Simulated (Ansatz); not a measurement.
# Relaxation of Al$_{3}$Ni$_{2}$

Method: DFT r2SCAN, scalar-relativistic, plane waves, PAW (Ansatz 0.2.0). (500 eV cutoff, 12×12×8 k-mesh, Gaussian smearing of 0.10 eV, no spin polarisation)

What was changed: relaxed at 15 GPa.

Command:

```bash
ansatz run input.yaml --threads 1 --pin off --max-ram 2560MiB --backend cpu --events-out ev --progress --plain --runs-dir out
```

Input:

```yaml
crystal:
  lattice:
    - [3.8887616429, 0.0, 0.0]
    - [-1.9443808214, 3.367766372, 0.0]
    - [0.0, 0.0, 4.7256966045]
  atoms:
    - { symbol: Al, position: [0.0, 0.0, 0.0] }
    - { symbol: Al, position: [0.3333333333, 0.6666666667, 0.647479453] }
    - { symbol: Al, position: [0.6666666667, 0.3333333333, 0.352520547] }
    - { symbol: Ni, position: [0.3333333333, 0.6666666667, 0.1467909899] }
    - { symbol: Ni, position: [0.6666666667, 0.3333333333, 0.8532090101] }
basis:
  ecutwfc: 500
kpoints:
  mp_grid: { grid: [12, 12, 8] }
hamiltonian:
  xc: r2scan
scf:
  occupations: { method: gaussian, width: 0.1 }
output:
  forces: true
  stress: true
  eigenvalues: true
relax:
  adjacent_minimum: "off"
  f_tol: 0.008
  max_steps: 50
  cell: { stress_tol: 0.08, p_target: 15.0 }
```

F is the free energy. Steps run on the plane waves of an earlier cell, but the last one, and at times one on the way, on a freshly chosen basis, so a repeated geometry can differ a little in energy. The relaxation lowers the enthalpy F + PV at the target pressure, so F itself can rise.

Steps:

| step | F − F(1) (eV) | largest force component (eV/Å) | V (Å³/atom) | P (GPa) |
| --- | --- | --- | --- | --- |
| 1 | 0.0000 | 0.068 | 12.378 | 15.47 |
| 2 | -0.0078 | 0.034 | 12.394 | 15.18 |
| 3 | -0.0122 | 0.002 | 12.403 | 15.00 |
| 4 | -0.0122 | 0.002 | 12.403 | 15.00 |

Relaxed structure:

```cif
data_structure
_symmetry_space_group_name_H-M 'P 1'
_symmetry_Int_Tables_number 1
_cell_length_a 3.8898
_cell_length_b 3.8898
_cell_length_c 4.7326
_cell_angle_alpha 90.000
_cell_angle_beta 90.000
_cell_angle_gamma 120.000
_cell_volume 62.01
loop_
_atom_site_label
_atom_site_type_symbol
_atom_site_fract_x
_atom_site_fract_y
_atom_site_fract_z
_atom_site_occupancy
Al1 Al 0.00000 0.00000 0.00000 1
Al2 Al 0.33333 0.66667 0.64687 1
Al3 Al 0.66667 0.33333 0.35313 1
Ni1 Ni 0.33333 0.66667 0.14721 1
Ni2 Ni 0.66667 0.33333 0.85279 1
```

It takes space group P-3m1 (No. 164, trigonal). Conventional cell: a = 3.890 Å, b = 3.890 Å, c = 4.733 Å, α = 90.00°, β = 90.00°, γ = 120.00°. Around Al (site symmetry -3m) lie 6 Ni at 2.35 Å. Al (site symmetry 3m) is surrounded by 5 Ni at 2.36 to 2.45 Å and 3 Al at 2.64 Å. Ni (site symmetry 3m) is surrounded by 8 Al at 2.35 to 2.45 Å and 3 Ni at 2.64 Å.

The run converged. It took 80 s on 1 thread of Oxide Virtual Turin-like Processor (Zen 5), on a shared host, peak memory 0.7 GiB.